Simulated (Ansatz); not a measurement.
# BN: the cost of one run

Program: Ansatz 0.2.0. Level of theory: DFT PBEsol, scalar-relativistic, plane waves, PAW. These are calculated values, not measurements.

2 further runs of the same task are left out: 2 set aside as unsound or not needed.

## Step 1: The starting structure

Symmetry: R3m, No. 160, trigonal system. The conventional cell has a = 2.504 Å, b = 2.504 Å, c = 10.485 Å, α = 90.00°, β = 90.00°, γ = 120.00°. B (site symmetry 3m) is surrounded by 3 N at 1.45 Å. Around N (site symmetry 3m) lie 3 B at 1.45 Å.

Structure file:

```xyz
2
Lattice="1.2521 0.7229 3.4949 -1.2521 0.7229 3.4949 0.0000 -1.4458 3.4949" Properties=species:S:1:pos:R:3 pbc="T T T"
B     0.0000    0.0000   10.4808
N     0.0000    0.0000    3.4895
```

It goes back to an entry of the Materials Project, which need not be the stable form.

It is the result of an earlier relaxation at this level (volume 9.49 Å³/atom; gap on the mesh: 4.25 eV).

## Step 2: The cell under 5 GPa

What is minimised here is the enthalpy; the energy can go up as the cell is squeezed.

Input file input.yaml:

```yaml
crystal:
  lattice:
    - [1.2520795491, 0.7228884647, 3.4949145914]
    - [-1.2520795491, 0.7228884647, 3.4949145914]
    - [0.0, -1.4457769294, 3.4949145914]
  atoms:
    - { symbol: B, position: [0.9996198853, 0.9996198853, 0.9996198853] }
    - { symbol: "N", position: [0.3328131147, 0.3328131147, 0.3328131147] }
basis:
  ecutwfc: 420
kpoints:
  mp_grid: { grid: [12, 12, 12] }
hamiltonian:
  xc: pbesol
scf:
  occupations: { method: fixed }
output:
  forces: true
  stress: true
  eigenvalues: true
relax:
  adjacent_minimum: "off"
  f_tol: 0.001
  max_steps: 60
  cell: { stress_tol: 0.02, p_target: 5.0 }
```

The run is started by

```
$ ansatz run input.yaml --threads 1 --pin off --max-ram 3072MiB --backend cpu --events-out ev --progress --plain --runs-dir out
```

What time and memory should one allow on 1 thread of Arm Neoverse V1, shared host?

About 55 s, with a peak of 0.32 GiB.
